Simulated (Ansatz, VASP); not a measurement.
# Two plane-wave programs on SiC (Moissanite)

The input INCAR:

```
ALGO = Normal
EDIFF = 1E-6
EDIFFG = -0.005
ENCUT = 600
GGA = PS
IBRION = 2
ISIF = 3
ISMEAR = 0
LASPH = True
LCHARG = False
LREAL = False
LWAVE = False
NELM = 60
NSW = 100
PREC = Accurate
SIGMA = 0.02
```

Contents of KPOINTS:

```
k-points
0
Gamma
  12 12 6
```

Contents of POSCAR:

```
SiC
1.0
    3.0756037870      0.0000000000      0.0000000000
   -1.5378018935      2.6635510115      0.0000000000
    0.0000000000      0.0000000000      5.0466711593
Si C
2 2
Direct
    0.3333333333      0.6666666667      0.0045754935
    0.6666666667      0.3333333333      0.5045754935
    0.3333333333      0.6666666667      0.3804245065
    0.6666666667      0.3333333333      0.8804245065
```

Input for Ansatz:

```yaml
crystal:
  lattice:
    - [3.075603786, 0.0, 0.0]
    - [-1.537801893, 2.6635510106, 0.0]
    - [0.0, 0.0, 5.0466711597]
  atoms:
    - { symbol: Si, position: [0.3333333333, 0.6666666667, 0.0045754935] }
    - { symbol: Si, position: [0.6666666667, 0.3333333333, 0.5045754935] }
    - { symbol: C, position: [0.3333333333, 0.6666666667, 0.3804245065] }
    - { symbol: C, position: [0.6666666667, 0.3333333333, 0.8804245065] }
basis:
  ecutwfc: 420
kpoints:
  mp_grid: { grid: [12, 12, 6] }
hamiltonian:
  xc: pbesol
scf:
  occupations: { method: gaussian, width: 0.02 }
output:
  forces: true
  stress: true
  eigenvalues: true
  write_density: true
  write_potential: true
  elf: true
  volumetric_format: npy
relax:
  adjacent_minimum: "off"
  f_tol: 0.005
  max_steps: 80
  cell: { stress_tol: 0.05 }
```

Alike in both runs: task relaxation of cell and atoms; functional PBEsol; k mesh 12 × 12 × 6; occupations gaussian, width 0.02 eV; no spin polarisation.

```csv
,VASP,Ansatz
version,VASP 6.6.1,Ansatz 0.2.0
potentials or method,"VASP PAW PBE potentials, release 64 (Si, C)","scalar-relativistic, plane waves, PAW"
plane-wave cutoff (eV),600,420
valence electrons in the cell,16,16
```

|  | VASP | Ansatz | Ansatz less VASP |
| --- | --- | --- | --- |
| gap on the k mesh at the Fermi level, each at its own relaxed structure (eV) | 2.12 | 2.12 | +0.008 |
| relaxed volume (Å³/atom) | 10.35 | 10.34 | -0.010 |
| relaxed cell length with the largest relative difference (Å) | 3.077 | 3.076 | -0.0010 |

Caveats: the PAW data sets were made with another functional, which shifts forces and pressure a little (VASP). A k mesh can miss the band edges. PBEsol gaps usually lie below the measured ones, often by a third to a half.
